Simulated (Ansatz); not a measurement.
## Structure optimisation: tellurium, simple cubic

Theory: DFT, PBE, plane waves (420 eV) with PAW, scalar-relativistic in Ansatz.

k-point mesh 10×10×10, Fermi-Dirac smearing 0.1 eV, no spin polarisation. Cell and atoms relax.

Starting structure:

```yaml
crystal:
  lattice:
    - [3.1462212359, 0.0, 0.0]
    - [0.0, 3.1462212359, 0.0]
    - [0.0, 0.0, 3.1462212359]
  atoms:
    - { symbol: Te, position: [0.0, 0.0, 0.0] }
hamiltonian:
  xc: pbe
  pseudopotentials:
    kind: paw
    azcp:
      Te: "pseudopotentials/Te.paw.azcp"
basis:
  ecutwfc: 420
  fft_grid_basis: typed
kpoints:
  mp_grid: { grid: [10, 10, 10], shift: [0, 0, 0] }
magnetization:
  spin_polarized: false
scf:
  occupations: { method: fermi_dirac, width: 0.1 }
relax:
  max_steps: 60
  f_tol: 0.01
  cell: {}
```

Task: What cell does the relaxation end in?

Result: Pm-3m with a = 3.202 Å; 32.83 Å³ per atom against 31.14 at the start (5.4 %).

Task: How much energy does the relaxation gain?

Result: 14.8 meV per atom.

Path of the relaxation (the plane waves are chosen anew near the end, which can shift the energy a little):

| step | E − E(final) (meV/atom) | V (Å³/atom) | P (GPa) | max force (eV/Å) |
| --- | --- | --- | --- | --- |
| 0 | 14.77 | 31.144 | 2.95 | 0.000 |
| 1 | 3.31 | 33.635 | -1.13 | 0.000 |
| 2 | 0.31 | 32.904 | -0.11 | 0.000 |
| 3 | 0.28 | 32.830 | 0.00 | 0.000 |
| 4 | 0.00 | 32.830 | 0.00 | 0.000 |
